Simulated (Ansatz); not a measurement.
**InSe (R3m), generalised stacking fault**

Computed with DFT PBEsol, scalar-relativistic, plane waves, PAW in Ansatz 0.2.0. Settings: plane waves to 420 eV, k-mesh 9×4×4 (Γ-centred), Gaussian smearing 0.03 eV. No spin polarisation. Energies are free energies at this smearing, counted from the undisturbed cell; pressure is positive in compression.

The starting cell (as given, not relaxed at this level; it stands at 0.2 GPa):

```
CELL_PARAMETERS angstrom
2.00000 -3.46410 0.00000
2.00000 -1.15470 -8.31667
10.00000 3.46410 0.00000
ATOMIC_POSITIONS crystal
In 0.00000 0.00000 0.75905
In 0.33333 0.00000 0.09238
In 0.66667 0.00000 0.42572
In 0.14960 0.66340 0.79645
In 0.48293 0.66340 0.12978
In 0.81627 0.66340 0.46312
Se 0.82067 0.15350 0.96422
Se 0.15400 0.15350 0.29755
Se 0.48733 0.15350 0.63088
Se 0.10667 0.51000 0.03572
Se 0.44000 0.51000 0.36905
Se 0.77333 0.51000 0.70238
```

The cell holds layers and no dispersion correction was added, so their binding is poorly described.

The cut lies on the cell's a–b face, a (0 1 -1) plane (indices in the standard cell, whose axes needn't be the Cartesian ones shown) of area 33.59 Å², between layers 0.74 Å apart. Vector c is tilted by f times 1·a + 0·b (length 4.000 Å) with the atoms' Cartesian places fixed: one unrelaxed fault a cell.

| f | γ (mJ/m²) | shear traction, the slope of γ along the slip (GPa) | gap on the mesh (eV) |
| --- | --- | --- | --- |
| 0.0000 | 0 | 0.0 | 0.30 |
| 0.1000 | 235 | ? | ? |
| 0.2000 | 1040 | 28.8 | 0.22 |
| 0.3000 | 2548 | 45.2 | 0.14 |
| 0.4000 | 4355 | 39.4 | 0.01 |
| 0.5000 | 5226 | 0.0 | 0.02 |

By symmetry 0.6000 repeats 0.4000, 0.8000 repeats 0.2000, 0.7000 repeats 0.3000, 0.9000 repeats 0.1000 in energy; the slope of the energy along the path changes sign there.

(1) Give the withheld values.

Answers

(1) shear traction, the slope of γ along the slip (GPa) at f = 0.1000: 12.2; gap on the mesh (eV) at f = 0.1000: 0.26.

Cost: 6 runs of about 17 core-minutes in all, on Intel Xeon 6975P-C (Granite Rapids) (shared hosts).